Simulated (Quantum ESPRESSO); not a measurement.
Au:

```
Au
1.0
    -1.65727    1.65727    1.65727
     1.65727   -1.65727    1.65727
     1.65727    1.65727   -1.65727
Au
1
Direct
  0.00000 0.00000 0.00000
```

This isn't the form of Au at room conditions, which is fcc.

Base run:

- Program: Quantum ESPRESSO 7.5
- Functional: PBEsol
- Potentials or basis: PseudoDojo 0.4 FR PBEsol standard
- Cutoff: 1034 eV
- Density cutoff: 4136 eV
- k mesh: 11 × 11 × 11
- Occupations: fermi-dirac, width 0.05 eV
- Spin: spin-orbit coupling, no magnetisation

Its results: band gap on the k mesh none (metal or under the smearing width); pressure -10.3 GPa.

Task: The run is repeated on the same cell with these changes: potentials or basis from PseudoDojo 0.4 FR PBEsol standard to PseudoDojo 0.4.1 SR PBEsol standard; spin from spin-orbit coupling, no magnetisation to no spin polarisation. What comes out?

Result: Band gap on the k mesh none (metal or under the smearing width); pressure -9.2 GPa.

Caveats: spin-orbit coupling is left out, which moves the levels of the heavy elements (some runs).
